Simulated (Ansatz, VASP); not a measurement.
One calculation of SiC, two programs

```
Si C
1.0
     0.00000    2.16449    2.16449
     2.16449    0.00000    2.16449
     2.16449    2.16449    0.00000
Si C
1 1
Direct
  0.00000 0.00000 0.00000
  0.75000 0.75000 0.75000
```

Change from the starting cell: unstrained.

Alike in both runs: task single point; functional LDA; k mesh 8 × 8 × 8; no spin polarisation.

|  | VASP | Ansatz |
| --- | --- | --- |
| version | VASP 6.6.1 | Ansatz 0.2.0 |
| potentials or method | VASP PAW LDA potentials, release 64 (Si, C), cutoff 520 eV | all-electron LAPW, scalar-relativistic |
| occupations | gaussian, width 0.01 eV | fixed |

Ansatz gave:

```
gap on the k mesh at the Fermi level (eV) : 1.30
pressure (GPa)                            : 0.0
```

Problem. Which values does VASP return?

Solution. gap on the k mesh at the Fermi level (eV): 1.29; pressure (GPa): 0.4.

Ansatz ran all-electron here, so the differences hold the error of VASP's frozen core and of both bases.

A k mesh can miss the band edges.
